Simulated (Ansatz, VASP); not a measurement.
## AlN in VASP and in Ansatz

```
CELL_PARAMETERS angstrom
3.05770 0.00000 0.00000
-1.52885 2.64805 0.00000
0.00000 0.00000 4.74580
ATOMIC_POSITIONS crystal
Al 0.33333 0.66667 0.99774
Al 0.66667 0.33333 0.49774
N 0.33333 0.66667 0.38726
N 0.66667 0.33333 0.88726
```

Alike in both runs: functional LDA; k mesh 9 × 9 × 6; occupations gaussian, width 0.05 eV; no spin polarisation.

Ansatz relaxed the structure, and its values are those at the end. VASP's run is a single point on that final structure, the one shown.

|  | VASP | Ansatz |
| --- | --- | --- |
| version | VASP 6.6.1 | Ansatz 0.2.0 |
| potentials or method | VASP PAW LDA potentials, release 64 (Al, N) | scalar-relativistic, plane waves, PAW |
| plane-wave cutoff (eV) | 520 | 520 |
| valence electrons in the cell | 16 | 16 |

|  | VASP | Ansatz | Ansatz less VASP |
| --- | --- | --- | --- |
| gap on the k mesh at the Fermi level (eV) | 4.76 | 4.76 | -0.009 |
| least direct gap on the mesh (eV) | 4.76 | 4.76 | -0.009 |
| pressure (GPa) | 14.7 | 13.8 | -0.85 |
| rms of the force components (eV/Å) | 0.006 | 0.003 | -0.0034 |

Ansatz warned: «pseudo_functional_mismatch».

Caveats: an odd mesh through Γ misses points on the zone boundary, where band edges often lie. Expect the measured gap to be larger: semilocal functionals such as LDA lack the derivative discontinuity.
